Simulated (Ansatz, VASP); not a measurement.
## K: VASP beside Ansatz

```xyz
4
Lattice="4.7931 0.0000 0.0000 0.0000 8.0337 0.0000 0.0000 0.0000 7.4232" Properties=species:S:1:pos:R:3 pbc="T T T"
K     2.3965    5.4449    1.8558
K     2.3965    2.5888    5.5674
K     0.0000    1.4280    1.8558
K     0.0000    6.6056    5.5674
```

Change from the starting cell: strain along c alone, the other axes held, atoms relaxed: -3.0 %.

Alike in both runs: functional PBE; k mesh 10 × 6 × 6; occupations gaussian, width 0.1 eV; no spin polarisation.

Ansatz relaxed the structure, and its values are those at the end. VASP's run is a single point on that final structure, the one shown.

|  | VASP | Ansatz |
| --- | --- | --- |
| version | VASP 6.6.1 | Ansatz 0.2.0 |
| potentials or method | VASP PAW PBE potentials, release 64 (K_sv) | scalar-relativistic, plane waves, PAW |
| plane-wave cutoff (eV) | 520 | 420 |
| valence electrons in the cell | 36 | 36 |

|  | VASP | Ansatz | Ansatz less VASP |
| --- | --- | --- | --- |
| gap on the k mesh at the Fermi level (eV) | none | none | - |
| pressure (GPa) | 0.1 | 0.1 | +0.01 |

A gap of «none» marks a metal or a gap that the smearing closes. Ansatz warned: «stress_scf_threshold_loose».
